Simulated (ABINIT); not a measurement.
Ge:

```
Ge
1.0
    -2.57449    2.57449    1.39741
     2.57449   -2.57449    1.39741
     2.57449    2.57449   -1.39741
Ge
2
Direct
  0.50000 0.50000 0.00000
  0.25000 0.75000 0.50000
```

This isn't the form of Ge at room conditions, which is diamond.

| Item | Value |
| --- | --- |
| Program | ABINIT 10.8.3 (patched build) |
| Task | single point |
| Functional | PBE |
| Potentials or basis | JTH PAW PBE v2.0 |
| Cutoff | 599 eV |
| k mesh | 11 × 11 × 11 |
| Occupations | fermi-dirac, width 0.05 eV |
| Spin | no spin polarisation |

On this cell: pressure 2.7 GPa; largest force under 0.003 eV/Å; band gap on the k mesh none (metal or under the smearing width).

The same run follows on a disturbed copy (atoms moved at random, drawn with an rms of 0.05 Å):

```
Ge
1.0
    -2.57449    2.57449    1.39741
     2.57449   -2.57449    1.39741
     2.57449    2.57449   -1.39741
Ge
2
Direct
  0.47893 0.47435 0.99328
  0.24504 0.74252 0.50691
```

Q: What changes?

A: The energy (extrapolated to zero smearing) moves by +2.6 meV/atom; pressure 2.8 GPa; largest force 0.200 eV/Å; band gap on the k mesh none (metal or under the smearing width).

Forces on the atoms (eV/Å):
```
Ge   0.166  0.109  0.022
Ge  -0.166 -0.109 -0.022
```

Stress tensor (GPa, compression positive):
```
 3.34 -0.03  0.34
-0.03  2.50 -0.22
 0.34 -0.22  2.56
```
